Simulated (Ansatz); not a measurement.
Polymorphs of CO2

These are results of Ansatz, DFT r2SCAN, scalar-relativistic, plane waves, PAW, not measurements. Settings: cutoff 500 eV, Γ-centred meshes no coarser than 0.19 Å⁻¹ for metals and 0.3 Å⁻¹ for insulators (2π included), Gaussian smearing.

These are static lattice energies at zero pressure. Larger cells and other orderings weren't all tried, so the list isn't exhaustive. No dispersion correction is applied, so the spacing between layers, chains or molecules is poorly fixed, and with it the volume and density (CO2 Pa-3, CO2 Cmce, CO2 P4_2/mnm, CO2 I4_1/amd). No run is spin-polarised.

```
#           started from         space group  atoms  V (Å³/atom)  ΔE (meV/atom)  gap on mesh (eV)
1          database cell      Pa-3 (No. 205)     12         14.4              0              7.52
2          database cell       Cmce (No. 64)      6         14.6              8              7.27
3          database cell  P4_2/mnm (No. 136)      6         14.8              8              7.29
4  anatase type, changed  I4_1/amd (No. 141)      6         19.0             30              7.59
5          database cell     I-42d (No. 122)      6          7.6            412              8.60
```

The lowest structure: Space group Pa-3 (No. 205), cubic, a = 5.569 Å. C is coordinated by 2 O at 1.16 Å; O is coordinated by 1 C at 1.16 Å. Its energy against the elements is -1.365 eV/atom. Formation energies are uncorrected and refer to the lowest elemental structures computed at the same level (O₂ as a molecule).

```cif
data_structure
_symmetry_space_group_name_H-M 'Pa-3'
_symmetry_Int_Tables_number 205
_cell_length_a 5.5685
_cell_length_b 5.5685
_cell_length_c 5.5685
_cell_angle_alpha 90.000
_cell_angle_beta 90.000
_cell_angle_gamma 90.000
_cell_volume 172.67
loop_
_atom_site_label
_atom_site_type_symbol
_atom_site_symmetry_multiplicity
_atom_site_Wyckoff_symbol
_atom_site_fract_x
_atom_site_fract_y
_atom_site_fract_z
_atom_site_occupancy
C1 C 4 a 0.00000 0.00000 0.00000 1
O1 O 8 c 0.12029 0.12029 0.12029 1
```

The second: Space group Cmce (No. 64), orthorhombic, a = 5.460 Å, b = 4.909 Å, c = 6.553 Å. C has 2 O at 1.16 Å; around O lie 1 C at 1.16 Å.